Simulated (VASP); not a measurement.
# AlN (P6_3mc) in VASP: notebook

One crystal, AlN, is run at these levels: PBE; tasks: relaxation of cell and atoms.

All numbers are computed with VASP 6.6.1; they aren't measurements. Logs are shortened: lines on timing, memory, paths and dates and some standing lists are left out, and cuts for length are marked.

### Step 1. The structure

It takes space group P6_3mc (No. 186, hexagonal). Conventional cell: a = 3.113 Å, b = 3.113 Å, c = 4.981 Å, α = 90.00°, β = 90.00°, γ = 120.00°. Around Al (site symmetry 3m) lie 4 N at 1.89 Å. N (site symmetry 3m) is surrounded by 4 Al at 1.89 Å.

### Step 2. Relaxation of cell and atoms, PBE

Input file INCAR:

```
PREC = Accurate
ENCUT = 520
EDIFF = 1E-7
ISMEAR = 0
SIGMA = 0.02
LREAL = False
LASPH = True
NELM = 60
ALGO = Normal
ISIF = 3
LWAVE = False
LCHARG = False
GGA = PE
IBRION = 2
NSW = 80
EDIFFG = -0.002
```

Input file KPOINTS:

```
Automatic mesh
0
Gamma
  9 9 4
```

Input file POSCAR:

```
AlN
1.0
    3.1130000000      0.0000000000      0.0000000000
   -1.5565000000      2.6959370800      0.0000000000
    0.0000000000      0.0000000000      4.9810000000
Al N
2 2
Direct
    0.3333333300      0.6666666700      0.0000000000
    0.6666666700      0.3333333300      0.5000000000
    0.3333333300      0.6666666700      0.3800000000
    0.6666666700      0.3333333300      0.8800000000
```

Potentials or basis: VASP PAW PBE potentials, release 64 (Al, N).

Started as:

```sh
$ cat potpaw_PBE.64/Al/POTCAR potpaw_PBE.64/N/POTCAR > POTCAR
$ mpirun -np 1 vasp_std > vasp.out
```

OUTCAR:

```text
PREC = Accurate
   ENCUT = 520
   EDIFF = 1E-7
   ISMEAR = 0
   LREAL = False
   LASPH = True
   NELM = 60
   ISIF = 3
   GGA = PE
   IBRION = 2
   NSW = 80
   EDIFFG = -0.002

 ion  position               nearest neighbor table
   1  0.333  0.667  0.000-   3 1.89   4 1.89   4 1.89   4 1.89   2 3.07   2 3.07   2 3.07   2 3.07
                             2 3.07   2 3.07
   2  0.667  0.333  0.500-   4 1.89   3 1.89   3 1.89   3 1.89   1 3.07   1 3.07   1 3.07   1 3.07
                             1 3.07   1 3.07
   3  0.333  0.667  0.380-   1 1.89   2 1.89   2 1.89   2 1.89
   4  0.667  0.333  0.880-   2 1.89   1 1.89   1 1.89   1 1.89

  LATTYP: Found a hexagonal cell.
 ALAT       =     3.1130000000
 C/A-ratio  =     1.6000642467

  Lattice vectors:

 A1 = (   3.1130000000,   0.0000000000,   0.0000000000)
 A2 = (  -1.5565000000,   2.6959370800,   0.0000000000)
 A3 = (   0.0000000000,   0.0000000000,   4.9810000000)

Analysis of symmetry for initial positions (statically):
=====================================================================
 Subroutine PRICEL returns:
 Original cell was already a primitive cell.

 Routine SETGRP: Setting up the symmetry group for a
 hexagonal supercell.

 Subroutine GETGRP returns: Found 12 space group operations
 (whereof  6 operations were pure point group operations)
 out of a pool of 24 trial point group operations.

The static configuration has the point symmetry C_3v.
 The point group associated with its full space group is C_6v.

Analysis of symmetry for dynamics (positions and initial velocities):
=====================================================================
 Subroutine PRICEL returns:
 Original cell was already a primitive cell.

 Routine SETGRP: Setting up the symmetry group for a
 hexagonal supercell.

 Subroutine GETGRP returns: Found 12 space group operations
 (whereof  6 operations were pure point group operations)
 out of a pool of 24 trial point group operations.

The dynamic configuration has the point symmetry C_3v.
 The point group associated with its full space group is C_6v.

 Subroutine INISYM returns: Found 12 space group operations
 (whereof  6 operations are pure point group operations),
 and found     1 'primitive' translations

----------------------------------------------------------------------------------------

                                     Primitive cell

  volume of cell :      41.8028

  direct lattice vectors                    reciprocal lattice vectors
[... 111 lines left out ...]
     AMIX_MAG =   1.60;   BMIX_MAG =  1.00
  volume/ion in A,a.u.               =      10.45        70.52
  Fermi-wavevector in a.u.,A,eV,Ry     =   1.188629  2.246183 19.222843  1.412839
  Thomas-Fermi vector in A             =   2.324754
   LORBIT       =      0    0 simple, 1 ext, 2 COOP (PROOUT), +10 PAW based schemes
   GGA     = PE    functional components
   LHFCALC =     F    Hartree Fock is set to
   AEXX    =    0.0000 exact exchange contribution
   IVDW    =     0    specifies the selected vdW correction
   LEPSILON=     F    determine dielectric tensor
   LRPA    =     F    only Hartree local field effects (RPA)
 conjugate gradient relaxation of ions
 non-spin polarized calculation
 Gauss-broadening in eV      SIGMA  =   0.02
  energy-cutoff  :      520.00
  volume of cell :       41.80
 maximum number of plane-waves:      1152
 NGX is ok and might be reduce to    24
   NGX = 11   NGY = 11   NGZ = 19

--------------------------------------- Ionic step        1  -------------------------------------------

 number of electron      15.9999997 magnetization

 Free energy of the ion-electron system (eV)
  ---------------------------------------------------
  ext. energy  EPLUGINS =         0.00000000
  ---------------------------------------------------
  free energy    TOTEN  =       -29.77127871 eV

  energy without entropy =      -29.77127871  energy(sigma->0) =      -29.77127871

------------------------ aborting loop because EDIFF is reached ----------------------------------------

  FORCE on cell =-STRESS in cart. coord.  units (eV):
  Direction    XX          YY          ZZ          XY          YZ          ZX
  --------------------------------------------------------------------------------------
  -------------------------------------------------------------------------------------
  Total        0.7574912      0.7574912      1.1893121      0.0000000      0.0000000      0.0000000
  in kB       29.0323865     29.0323864     45.5827991      0.0000000      0.0000000      0.0000000
  external PRESSURE =      34.5491907 kB  Pullay stress =       0.0000000 kB
[... 253 lines left out ...]
--------------------------------------- Ionic step        8  -------------------------------------------

 number of electron      15.9999998 magnetization

 Free energy of the ion-electron system (eV)
  ---------------------------------------------------
  ext. energy  EPLUGINS =         0.00000000
  ---------------------------------------------------
  free energy    TOTEN  =       -29.78010619 eV

  energy without entropy =      -29.78010619  energy(sigma->0) =      -29.78010619

 E-fermi :   6.0773     XC(G=0): -10.8329

 val. band max:        5.9758434287   @ k =   0.0000   0.0000   0.0000
 cond. band min:      10.0322051715   @ k =   0.0000   0.0000   0.0000
 fundamental gap:      4.0563617428
 Fermi energy:         6.0772759595

 k-point     1 :       0.0000    0.0000    0.0000
  band No.  band energies     occupation
      1      -9.0982      2.00000
      2      -7.0121      2.00000
      3       0.0648      2.00000
      4       5.1326      2.00000
      5       5.1326      2.00000
      6       5.7750      2.00000
      7       5.7750      2.00000
      8       5.9758      2.00000
      9      10.0322      0.00000
     10      12.4991      0.00000
     11      16.4430      0.00000
     12      17.0158      0.00000
[... 331 lines left out ...]
 k-point    24 :       0.3333    0.3333    0.2500
  band No.  band energies     occupation
      1      -6.6411      2.00000
      2      -6.6411      2.00000
      3       1.4957      2.00000
      4       1.5836      2.00000
      5       1.5836      2.00000
      6       3.0823      2.00000
      7       4.5127      2.00000
      8       4.5127      2.00000
      9      11.8429      0.00000
     10      14.1167      0.00000
     11      14.5178      0.00000
     12      14.5178      0.00000

 [... further k-points ...]
[... 5 lines left out ...]
  --------------------------------------------------------------------------------------
  -------------------------------------------------------------------------------------
  Total        0.0000659      0.0000659     -0.0038223      0.0000000      0.0000000      0.0000000
  in kB        0.0024832      0.0024832     -0.1440189      0.0000000      0.0000000      0.0000000
  external PRESSURE =      -0.0463509 kB  Pullay stress =       0.0000000 kB
[... 19 lines left out ...]
  FREE ENERGIE OF THE ION-ELECTRON SYSTEM (eV)
  ---------------------------------------------------
  free  energy   TOTEN  =       -29.7801061900 eV

  energy  without entropy=      -29.7801061900  energy(sigma->0) =      -29.78010619

 reached required accuracy - stopping structural energy minimisation
```

CONTCAR:

```text
AlN
   1.00000000000000
     3.1285769989250882    0.0000000000000000    0.0000000000000000
    -1.5642884994625441    2.7094271567540869    0.0000000000000000
    -0.0000000000000000   -0.0000000000000000    5.0164037877989127
  Al              N
     2     2
Direct
     0.3333333300000021    0.6666666699999979    0.9992567876477674
     0.6666666699999979    0.3333333300000021    0.4992567876477674
     0.3333333300000021    0.6666666699999979    0.3807432123522351
     0.6666666699999979    0.3333333300000021    0.8807432123522352

  0.00000000E+00  0.00000000E+00  0.00000000E+00
  0.00000000E+00  0.00000000E+00  0.00000000E+00
  0.00000000E+00  0.00000000E+00  0.00000000E+00
  0.00000000E+00  0.00000000E+00  0.00000000E+00
```

Run time: 70 s. Hardware: 1 thread of Intel Xeon Platinum 8259CL at 2.50GHz (Skylake/Cascade Lake), shared host; peak memory 0.16 GiB.

Results:

| Quantity | Value |
| --- | --- |
| Free energy | -29.7801 eV |
| Relaxed volume | 10.63 Å³/atom |
| Relaxed cell | a = 3.129 Å, b = 3.129 Å, c = 5.016 Å, α = 90.00°, β = 90.00°, γ = 120.00° |
| Space group after relaxing (to 0.05 Å) | P6_3mc (No. 186) |
| Energy gained by relaxing | 2.2 meV/atom |
| Ionic steps | 8 |
| Pressure after relaxing | 0.0 GPa |
| Band gap on the k mesh | 4.06 eV, direct |

The path:
| step | energy change (eV) | largest force (eV/Å) | pressure (GPa) | volume (Å³) |
| --- | --- | --- | --- | --- |
| 1 | 0.0000 | 0.1288 | 3.45 | 41.80 |
| 2 | -0.0019 | 0.0913 | -2.90 | 43.18 |
| 3 | -0.0088 | 0.0034 | 0.00 | 42.52 |
| 4 | -0.0088 | 0.0059 | 0.07 | 42.51 |
| 5 | -0.0088 | 0.0067 | 0.05 | 42.51 |
| 6 | -0.0088 | 0.0070 | 0.04 | 42.51 |
| 7 | -0.0088 | 0.0023 | -0.03 | 42.53 |
| 8 | -0.0088 | 0.0007 | 0.00 | 42.52 |

Final structure:
```
Al N
1.0
     3.12858    0.00000    0.00000
    -1.56429    2.70943    0.00000
     0.00000    0.00000    5.01640
Al N
2 2
Direct
  0.33333 0.66667 0.99926
  0.66667 0.33333 0.49926
  0.33333 0.66667 0.38074
  0.66667 0.33333 0.88074
```

Expect the measured gap to be larger: semilocal functionals such as PBE lack the derivative discontinuity. Zero-point motion and thermal expansion aren't in these numbers.

### Step 3. Relaxation of cell and atoms, PBE

This run uses another cell than the first one, of 10.63 Å³/atom, 1.017 times its volume.

INCAR is that of step 2.

KPOINTS is that of step 2.

Input file POSCAR:

```
AlN                                     
1.0
    3.1285769989      0.0000000000      0.0000000000
   -1.5642884995      2.7094271568      0.0000000000
   -0.0000000000     -0.0000000000      5.0164037878
  Al              N             
     2     2
Direct
     0.3333333300000021    0.6666666699999979    0.9992567876477674
     0.6666666699999979    0.3333333300000021    0.4992567876477674
     0.3333333300000021    0.6666666699999979    0.3807432123522351
     0.6666666699999979    0.3333333300000021    0.8807432123522352
```

Potentials or basis: VASP PAW PBE potentials, release 64 (Al, N).

Started as:

```sh
$ cat potpaw_PBE.64/Al/POTCAR potpaw_PBE.64/N/POTCAR > POTCAR
$ mpirun -np 1 vasp_std > vasp.out
```

Run time: 21 s. Hardware: 1 thread of Intel Xeon Platinum 8259CL at 2.50GHz (Skylake/Cascade Lake), shared host; peak memory 0.16 GiB.

The run converged. Its results:

```yaml
Free_energy: -29.7805 eV
Pressure_after_relaxing: 0.0 GPa
Band_gap_on_the_k_mesh: 4.06 eV, direct
```

Final structure:
```
Al N
1.0
     3.12858    0.00000    0.00000
    -1.56429    2.70943    0.00000
     0.00000    0.00000    5.01640
Al N
2 2
Direct
  0.33333 0.66667 0.99926
  0.66667 0.33333 0.49926
  0.33333 0.66667 0.38074
  0.66667 0.33333 0.88074
```

Levels at points of the mesh, in eV from the valence-band top:
```csv
k point,band 5,band 6,band 7,band 8,band 9,band 10,band 11,band 12
"(0.00, 0.00, 0.00)",-0.84,-0.20,-0.20,0.00,4.06,6.52,10.47,11.04
"(0.00, 0.00, 0.50)",-0.53,-0.53,-0.53,-0.53,6.32,6.32,10.18,10.18
```

Caveat: the relaxation stopped at its first step, so nothing moved.
